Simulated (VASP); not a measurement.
# Zn (Fm-3m) in VASP: notebook, part 2 of 2

VASP 6.6.1.

**6. Relaxation of cell and atoms, BLYP**

This run uses another cell than the first one, of 15.21 Å³/atom, 0.907 times its volume.

The input, INCAR:

```
  AGGAC = 1.0
  AGGAX = 1.0
  ALDAC = 0.0
  ALDAX = 1.0
  ALGO = Normal
  EDIFF = 1E-7
  EDIFFG = -0.01
  ENCUT = 600
  GGA = B5
  IBRION = 2
  ISIF = 3
  ISMEAR = -1
  LASPH = True
  LCHARG = False
  LREAL = False
  LWAVE = False
  NELM = 60
  NSW = 80
  PREC = Accurate
  SIGMA = 0.1
```

The input, KPOINTS:

```
k-points
0
Gamma
  14 14 14
```

The input, POSCAR:

```
Zn
1.0
    0.0000000000      1.9665497572      1.9665497572
    1.9665497572      0.0000000000      1.9665497572
    1.9665497572      1.9665497572      0.0000000000
Zn
1
Direct
    0.0000000000      0.0000000000      0.0000000000
```

Potentials or basis: VASP PAW PBE potentials, release 64 (Zn).

Run with:

```
$ cat potpaw_PBE.64/Zn/POTCAR > POTCAR
$ mpirun -np 1 vasp_std > vasp.out
```

OUTCAR:

```text
EDIFF = 1E-7
   EDIFFG = -0.01
   ENCUT = 600
   GGA = B5
   IBRION = 2
   ISIF = 3
   ISMEAR = -1
   LASPH = True
   LREAL = False
   NELM = 60
   NSW = 80
   PREC = Accurate

 ion  position               nearest neighbor table
   1  0.000  0.000  0.000-

  LATTYP: Found a face centered cubic cell.
 ALAT       =     3.9330995144

  Lattice vectors:

 A1 = (   0.0000000000,   1.9665497572,   1.9665497572)
 A2 = (   1.9665497572,   0.0000000000,   1.9665497572)
 A3 = (   1.9665497572,   1.9665497572,   0.0000000000)

Analysis of symmetry for initial positions (statically):
=====================================================================
 Subroutine PRICEL returns:
 Original cell was already a primitive cell.

 Routine SETGRP: Setting up the symmetry group for a
 face centered cubic supercell.

 Subroutine GETGRP returns: Found 48 space group operations
 (whereof 48 operations were pure point group operations)
 out of a pool of 48 trial point group operations.

The static configuration has the point symmetry O_h .

Analysis of symmetry for dynamics (positions and initial velocities):
=====================================================================
 Subroutine PRICEL returns:
 Original cell was already a primitive cell.

 Routine SETGRP: Setting up the symmetry group for a
 face centered cubic supercell.

 Subroutine GETGRP returns: Found 48 space group operations
 (whereof 48 operations were pure point group operations)
 out of a pool of 48 trial point group operations.

The dynamic configuration has the point symmetry O_h .

 Subroutine INISYM returns: Found 48 space group operations
 (whereof 48 operations are pure point group operations),
 and found     1 'primitive' translations

----------------------------------------------------------------------------------------

                                     Primitive cell

  volume of cell :      15.2105

[... 120 lines left out ...]
  volume of cell :       15.21
 maximum number of plane-waves:       531
 NGX is ok and might be reduce to    24
   NGX = 11   NGY = 11   NGZ = 11

--------------------------------------- Ionic step        1  -------------------------------------------

 number of electron      12.0000008 magnetization

 Free energy of the ion-electron system (eV)
  ---------------------------------------------------
  ext. energy  EPLUGINS =         0.00000000
  ---------------------------------------------------
  free energy    TOTEN  =        -0.32369014 eV

  energy without entropy =       -0.31708004  energy(sigma->0) =       -0.32038509

------------------------ aborting loop because EDIFF is reached ----------------------------------------

  FORCE on cell =-STRESS in cart. coord.  units (eV):
  Direction    XX          YY          ZZ          XY          YZ          ZX
  --------------------------------------------------------------------------------------
  -------------------------------------------------------------------------------------
  Total        0.5791266      0.5791266      0.5791266      0.0000000     -0.0000000     -0.0000000
  in kB       61.0013238     61.0013238     61.0013238      0.0000000     -0.0000000     -0.0000000
  external PRESSURE =      61.0013238 kB  Pullay stress =       0.0000000 kB
[... 57 lines left out ...]
--------------------------------------- Ionic step        3  -------------------------------------------

 number of electron      12.0000004 magnetization

 Free energy of the ion-electron system (eV)
  ---------------------------------------------------
  ext. energy  EPLUGINS =         0.00000000
  ---------------------------------------------------
  free energy    TOTEN  =        -0.35111219 eV

  energy without entropy =       -0.34388017  energy(sigma->0) =       -0.34749618

 E-fermi :   2.7855     XC(G=0): -10.4922

 val. band max:        2.6963621241   @ k =  -0.4286   0.4286   0.0000
 cond. band min:       2.7885322412   @ k =   0.5000   0.1429   0.0000
 fundamental gap:      0.0921701171
 Fermi energy:         2.7855302615

 k-point     1 :       0.0000    0.0000    0.0000
  band No.  band energies     occupation
      1      -6.6831      2.00000
      2      -4.7118      2.00000
      3      -4.7118      2.00000
      4      -4.7118      2.00000
      5      -4.4036      2.00000
      6      -4.4036      2.00000
      7      19.4439      0.00000
      8      19.4439      0.00000
      9      19.4439      0.00000
     10      21.3310      0.00000
[... 287 lines left out ...]
 k-point    24 :       0.2857    0.1429    0.0000
  band No.  band energies     occupation
      1      -5.1150      2.00000
      2      -4.7908      2.00000
      3      -4.6252      2.00000
      4      -4.5525      2.00000
      5      -4.2849      2.00000
      6      -3.9813      2.00000
      7      10.5537      0.00000
      8      14.6109      0.00000
      9      16.2739      0.00000
     10      17.9067      0.00000

 [... further k-points ...]
[... 5 lines left out ...]
  --------------------------------------------------------------------------------------
  -------------------------------------------------------------------------------------
  Total       -0.0044491     -0.0044491     -0.0044491     -0.0000000      0.0000000      0.0000000
  in kB       -0.4234088     -0.4234088     -0.4234088     -0.0000000      0.0000000      0.0000000
  external PRESSURE =      -0.4234088 kB  Pullay stress =       0.0000000 kB
[... 16 lines left out ...]
  FREE ENERGIE OF THE ION-ELECTRON SYSTEM (eV)
  ---------------------------------------------------
  free  energy   TOTEN  =        -0.3511121944 eV

  energy  without entropy=       -0.3438801719  energy(sigma->0) =       -0.34749618

 reached required accuracy - stopping structural energy minimisation
```

OSZICAR:

```text
N       E                     dE             d eps       ncg     rms          rms(c)
DAV:   1     0.386541988901E+02    0.38654E+02   -0.74531E+03  2088   0.209E+03
DAV:   2     0.369733219871E+00   -0.38284E+02   -0.36557E+02  2118   0.216E+02
DAV:   3    -0.423464171987E+00   -0.79320E+00   -0.79040E+00  2370   0.338E+01
[... 24 lines left out ...]
DAV:   3    -0.353244407199E+00    0.52891E-02   -0.18161E-03  2208   0.708E-01    0.305E-01
DAV:   4    -0.351104602443E+00    0.21398E-02   -0.66127E-04  2830   0.391E-01    0.705E-03
DAV:   5    -0.351110739908E+00   -0.61375E-05   -0.21361E-05  2134   0.515E-02    0.348E-03
DAV:   6    -0.351112271099E+00   -0.15312E-05   -0.11747E-06  2756   0.140E-02    0.935E-04
DAV:   7    -0.351112194390E+00    0.76709E-07   -0.36097E-08  1298   0.236E-03
   3 F= -.35111219E+00 E0= -.34749618E+00  d E =-.274221E-01
```

CONTCAR:

```text
Zn
   1.00000000000000
    -0.0000000000000000    2.0342184182942877    2.0342184182942877
     2.0342184182942877   -0.0000000000000000    2.0342184182942877
     2.0342184182942877    2.0342184182942877   -0.0000000000000000
  Zn
     1
Direct
     0.0000000000000000    0.0000000000000000    0.0000000000000000

  0.00000000E+00  0.00000000E+00  0.00000000E+00
```

Run time: 33 s. Hardware: 1 thread of Intel Xeon Platinum 8375C at 2.90GHz (Ice Lake), shared host; peak memory 0.15 GiB.

Results:

| Quantity | Value |
| --- | --- |
| Free energy | -0.3511 eV |
| Relaxed volume | 16.84 Å³/atom |
| Relaxed cell | a = 2.877 Å, b = 2.877 Å, c = 2.877 Å, α = 60.00°, β = 60.00°, γ = 60.00° |
| Space group after relaxing (to 0.05 Å) | Fm-3m (No. 225) |
| Energy gained by relaxing | 27.4 meV/atom |
| Ionic steps | 3 |
| Pressure after relaxing | 0.0 GPa |
| Band gap on the k mesh | none (metal or under the smearing width) |

The path:
| step | energy change (eV) | largest force (eV/Å) | pressure (GPa) | volume (Å³) |
| --- | --- | --- | --- | --- |
| 1 | 0.0000 | 0.0000 | 6.10 | 15.21 |
| 2 | -0.0266 | 0.0000 | 0.85 | 16.52 |
| 3 | -0.0274 | 0.0000 | -0.04 | 16.84 |

Final structure:
```cif
data_structure
_symmetry_space_group_name_H-M 'P 1'
_symmetry_Int_Tables_number 1
_cell_length_a 2.8768
_cell_length_b 2.8768
_cell_length_c 2.8768
_cell_angle_alpha 60.000
_cell_angle_beta 60.000
_cell_angle_gamma 60.000
_cell_volume 16.84
loop_
_atom_site_label
_atom_site_type_symbol
_atom_site_fract_x
_atom_site_fract_y
_atom_site_fract_z
_atom_site_occupancy
Zn1 Zn 0.00000 0.00000 0.00000 1
```

Caveat: the PAW data sets were made with another functional, which shifts forces and pressure a little.

**7. The runs side by side**

| task | cell | k mesh | cutoff (eV) | gap on the mesh (eV) | pressure (GPa) |
| --- | --- | --- | --- | --- | --- |
| single point | Fm-3m, 16.76 Å³/atom | 22 × 22 × 22 | 520 | none | 0.3 |
| single point | Fm-3m, 17.43 Å³/atom | 15 × 15 × 15 | 520 | none | -1.2 |
| single point | Fm-3m, 18.77 Å³/atom | 15 × 15 × 15 | 520 | none | -3.2 |
| single point | Fm-3m, 16.76 Å³/atom | 14 × 14 × 14 | 520 | none | 0.4 |
| relaxation of cell and atoms | relaxed | 14 × 14 × 14 | 600 | none | 0.0 |

Alike in all rows: level BLYP; potentials or basis VASP PAW PBE potentials, release 64 (Zn); no spin polarisation; smearing fermi-dirac 0.1 eV.

Every run on the cell as given and a fine mesh finds a metal.

Caveats: the PAW data sets were made with another functional, which shifts forces and pressure a little.

Absolute energies hang on the potentials; compare differences alone.
